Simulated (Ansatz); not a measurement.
# Relaxing WS2

Level of theory: DFT PBE, scalar-relativistic, plane waves, PAW (Ansatz). Settings: 420 eV cutoff, 12×12×12 k-mesh, Gaussian smearing of 0.02 eV, no spin polarisation.

What was changed in MoS2: Mo → W on all its sites, cell and atoms relaxed.

Spin–orbit coupling is left out, which can shift energies with elements as heavy as these.

Command:

```bash
ansatz run input.yaml --threads 1 --pin off --max-ram 2560MiB --backend cpu --events-out ev --progress --plain --runs-dir out
```

Input:

```yaml
crystal:
  lattice:
    - [1.6157640102, 0.9328617862, 7.5465791749]
    - [-1.6157640102, 0.9328617862, 7.5465791749]
    - [0.0, -1.8657235725, 7.5465791749]
  atoms:
    - { symbol: W, position: [0.9997777695, 0.9997777695, 0.9997777695] }
    - { symbol: S, position: [0.4031330533, 0.4031330533, 0.4031330533] }
    - { symbol: S, position: [0.2630901772, 0.2630901772, 0.2630901772] }
basis:
  ecutwfc: 420
kpoints:
  mp_grid: { grid: [12, 12, 12] }
hamiltonian:
  xc: pbe
scf:
  occupations: { method: gaussian, width: 0.02 }
output:
  forces: true
  stress: true
  eigenvalues: true
relax:
  adjacent_minimum: "off"
  f_tol: 0.01
  max_steps: 60
  cell: { stress_tol: 0.1 }
```

F is the free energy. Steps run on the plane waves of an earlier cell, but the last one, and at times one on the way, on a freshly chosen basis, so a repeated geometry can differ a little in energy.

Steps:

| step | F − F(1) (eV) | largest force component (eV/Å) | V (Å³/atom) | P (GPa) |
| --- | --- | --- | --- | --- |
| 1 | 0.0000 | 0.543 | 22.750 | -4.30 |
| 2 | -0.0175 | 0.113 | 21.564 | 2.60 |
| 3 | -0.0341 | 0.007 | 22.162 | -0.12 |
| 4 | -0.0342 | 0.001 | 22.118 | -0.01 |
| 5 | -0.0339 | 0.001 | 22.118 | 0.00 |

Relaxed structure:

```yaml
crystal:
  lattice:
    - [1.59391, 0.92024, 7.53955]
    - [-1.59391, 0.92024, 7.53955]
    - [0.00000, -1.84048, 7.53955]
  atoms:
    - { symbol: W, position: [0.99978, 0.99978, 0.99978] }
    - { symbol: S, position: [0.40257, 0.40257, 0.40257] }
    - { symbol: S, position: [0.26365, 0.26365, 0.26365] }
```

It takes space group R3m (No. 160, trigonal). The conventional cell has a = 3.188 Å, b = 3.188 Å, c = 22.619 Å, α = 90.00°, β = 90.00°, γ = 120.00°. W (site symmetry 3m) is surrounded by 6 S at 2.42 Å. Around S (site symmetry 3m) lie 3 W at 2.42 Å. S (site symmetry 3m) is surrounded by 3 W at 2.42 Å.

The run converged. Time: 2.5 min on 1 thread of Intel(R) Xeon(R) Platinum 8259CL CPU @ 2.50GHz (Skylake/Cascade Lake) (shared host), peak memory 0.59 GiB.